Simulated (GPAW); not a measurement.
Crystal: SnO2 (Cassiterite).

```
CELL_PARAMETERS angstrom
4.73800 0.00000 0.00000
0.00000 4.73800 0.00000
0.00000 0.00000 3.18650
ATOMIC_POSITIONS crystal
Sn 0.50000 0.50000 0.50000
Sn 0.00000 0.00000 0.00000
O 0.80710 0.19290 0.50000
O 0.19290 0.80710 0.50000
O 0.30710 0.30710 0.00000
O 0.69290 0.69290 0.00000
```

Base run:

```yaml
Program: GPAW 26.7.0
Functional: optPBE-vdW
Potentials_or_basis: GPAW PAW data sets (gpaw-data 1.2.1)
Cutoff: 800 eV
Basis: pw
k_mesh: 4 × 4 × 5
Occupations: fermi-dirac, width 0.05 eV
Spin: spin-orbit coupling, no magnetisation
```

Its results: band gap on the k mesh 1.46 eV, direct; largest force 0.325 eV/Å.

Q: The run is repeated on the same cell with these changes: functional from optPBE-vdW to LDA; potentials or basis from GPAW PAW data sets (gpaw-data 1.2.1) to the program's PAW data sets (release 1.2.1) made for this functional. What comes out?

A: Band gap on the k mesh 1.16 eV, direct; largest force 0.117 eV/Å.

Caveats: spin-orbit coupling was added after a scalar SCF, so levels and gaps hold it while energy, forces, pressure and moments don't; this program's spin-orbit splittings come out too wide for heavy elements; the PAW data sets were made with another functional, which shifts forces and pressure a little (some runs).

Not every run made on this cell is shown here.
